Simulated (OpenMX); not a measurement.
Crystal: CdS.

```
Cd S
1.0
     4.26117    0.00000    0.00000
    -2.13058    3.69028    0.00000
     0.00000    0.00000    5.80417
Cd S
1 1
Direct
  0.99677 0.99241 0.43406
  0.67375 0.33728 0.43192
```

The cell comes from a database or a generator and needn't be the stable form of this composition.

The cell isn't the ideal one: atoms moved at random, drawn with an rms of 0.05 Å.

Base run:

- Program: OpenMX 3.8.5
- Functional: PBE
- Potentials or basis: OpenMX 2013 PBE set, Cd7.0-s3p2d2f1, S7.0-s3p2d2f1, grid cutoff 500 Ry
- k mesh: 7 × 7 × 5
- Occupations: fermi-dirac, width 0.05 eV
- Spin: no spin polarisation

Its results: band gap on the k mesh 1.59 eV, direct; pressure 0.0 GPa; largest force 0.407 eV/Å.

Question: The run is repeated on the same cell with these changes: potentials or basis from OpenMX 2013 PBE set, Cd7.0-s3p2d2f1, S7.0-s3p2d2f1, grid cutoff 500 Ry to OpenMX 2013 PBE set, Cd7.0-s3p2d1, S7.0-s2p2d1, grid cutoff 500 Ry. What comes out?

Answer: Band gap on the k mesh 1.53 eV, indirect (least direct gap 1.65 eV); pressure 0.2 GPa; largest force 0.443 eV/Å.

Caveats: an odd mesh through Γ misses points on the zone boundary, where band edges often lie; the basis of atomic orbitals isn't converged, which shifts pressures, moduli and gaps.
